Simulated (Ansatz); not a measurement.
**H (P6_3/mmc) under several functionals**

Plane-wave DFT in Ansatz with scalar-relativistic PAW potentials. The same structure was relaxed (cell and atoms, symmetry kept) in separate runs at each level. Whether it is the stable form of this composition wasn't checked. No spin polarisation.

Question: How do the levels PBE, PBEsol, r2SCAN compare?

Answer:
```tsv
level	cutoff (eV)	k mesh	V (Å³/atom)	a (Å)	c (Å)	gap (eV)
PBEsol	420	9×9×6	16.088	3.839	5.042	9.11
PBE	420	9×9×6	16.471	3.871	5.077	9.32
r2SCAN	500	9×9×4	17.678	3.877	5.433	10.21
```

The usual order of volumes, PBEsol < PBE, holds here (16.088, 16.471 Å³/atom). As a rule PBEsol, built on the gradient expansion of slowly varying densities, lies between LDA and PBE; PBE's stronger gradient term for exchange weakens bonds. r2SCAN lies 7.3 % over PBE in volume. Each gap belongs to its own cell, so it mixes the functional's effect with that of the volume; gaps are the least found on the k mesh or on a band path.

An odd mesh misses points on the zone edge, so a gap read on it can be too wide. Each cell of H holds molecules, and where no dispersion correction was added their binding is poorly described.